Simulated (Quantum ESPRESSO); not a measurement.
BP:

```
CELL_PARAMETERS angstrom
0.00000 2.26900 2.26900
2.26900 0.00000 2.26900
2.26900 2.26900 0.00000
ATOMIC_POSITIONS crystal
P 0.75000 0.75000 0.75000
B 0.00000 0.00000 0.00000
```

Base run:

```yaml
Program: Quantum ESPRESSO 7.5
Functional: BLYP
Potentials_or_basis: GBRV 1.5 PBE
Cutoff: 612 eV
Density_cutoff: 4898 eV
k_mesh: 8 × 8 × 8, shifted
Occupations: fermi-dirac, width 0.05 eV
Spin: no spin polarisation
```

Its results: pressure 6.9 GPa; electronic dielectric tensor (diagonal) 8.79.

Q: After a change of settings the same cell gave: pressure -4.9 GPa; electronic dielectric tensor (diagonal) 9.20. Which change was it?
A. functional from BLYP to PBEsol; potentials or basis from GBRV 1.5 PBE to GBRV 1.5 PBEsol
B. functional from BLYP to AM05
C. functional from BLYP to LDA; potentials or basis from GBRV 1.5 PBE to GBRV 1.5 LDA
D. functional from BLYP to PBE

A: C.

Caveats: the cell is more than 3 GPa from zero pressure, which shifts response properties; the potentials were made for another functional, which shifts forces and pressure (some runs).
